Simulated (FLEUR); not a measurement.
Runs of FLEUR MaX-R8.1 (later development tree) on Ni. It takes space group P6_3/mmc (No. 194, hexagonal). Conventional cell: a = 2.448 Å, b = 2.448 Å, c = 4.073 Å, α = 90.00°, β = 90.00°, γ = 120.00°. Around Ni (site symmetry -6m2) lie 12 Ni at 2.45 to 2.48 Å. This isn't the form of Ni at room conditions, which is fcc.

| task | level | spin | gmax | muffin-tin radii | max iterations | mixing factor | mixer | kmax | moment (μB) | V0 of scaled cells (Å³/atom) | B0 (GPa) |
| --- | --- | --- | --- | --- | --- | --- | --- | --- | --- | --- | --- |
| equation of state | LDA | collinear, program default start | 14.6 1/bohr | Ni 2.08 bohr | - | - | - | 4.71 1/bohr | - | 10.05 | (b) |
| band structure | SCAN | collinear, ferromagnetic start | 14.2 1/bohr | Ni 2.14 bohr | 80 | 0.05 | Anderson | 4.58 1/bohr | 1.55 | - | - |
| equation of state | SCAN | collinear, program default start | 14.6 1/bohr | Ni 2.08 bohr | - | - | - | 4.71 1/bohr | - | (a) | 214 |
| band structure | LDA | collinear, ferromagnetic start | 14.2 1/bohr | Ni 2.14 bohr | 60 | 0.05 | Anderson | 4.58 1/bohr | 1.24 | - | - |

Alike in all rows: potentials or basis all-electron, FLAPW; cell as given; k mesh 12 × 12 × 7; smearing fermi-dirac 0.05 eV.

Question: Fill in the values left out.

Answer: (a) 10.47; (b) 251.

Caveats: the cell was scaled at fixed shape and fractional positions, which overstates the stiffness of a crystal with free parameters, most of all of layers and chains (some runs); the meta-GGA is that of a development version, with a GGA for the radial functions and cores and without core tails (some runs).
